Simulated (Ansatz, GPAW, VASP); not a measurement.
# Mg: 4 runs at one level of theory

```xyz
2
Lattice="3.2093 0.0000 0.0000 -1.6046 2.7793 0.0000 0.0000 0.0000 5.2103" Properties=species:S:1:pos:R:3 pbc="T T T"
Mg    1.6047    0.9264    3.9077
Mg    0.0000    1.8529    1.3026
```

Alike in all runs: task single point; functional PBE; k mesh 10 × 10 × 5; occupations gaussian, width 0.011 eV; no spin polarisation; no spin-orbit coupling. Pressure is positive in compression and, in plane waves, holds the error of the finite cutoff, which Ansatz's Pulay term estimates and takes out.

```
                        program and potentials  plane-wave cutoff (eV)                                    notes  pressure (GPa)
                            Ansatz, Ansatz PAW                     420  10 valence electrons an atom on average           -0.45
                VASP, PBE PAW files Mg, 520 eV                     520   2 valence electrons an atom on average           -0.58
Ansatz, all-electron LAPW, scalar-relativistic                       -                                        -           -0.47
    GPAW, GPAW PAW data sets (gpaw-data 1.2.1)                     800  10 valence electrons an atom on average           -0.54
```

The pressure spans -0.58 (VASP, PBE PAW files Mg, 520 eV) to -0.45 GPa (Ansatz, Ansatz PAW), with all-electron results at -0.47.

The functional is the same throughout but for its coding, so the spread measures potentials, basis and numerics; runs on potential files found faulty are left out.
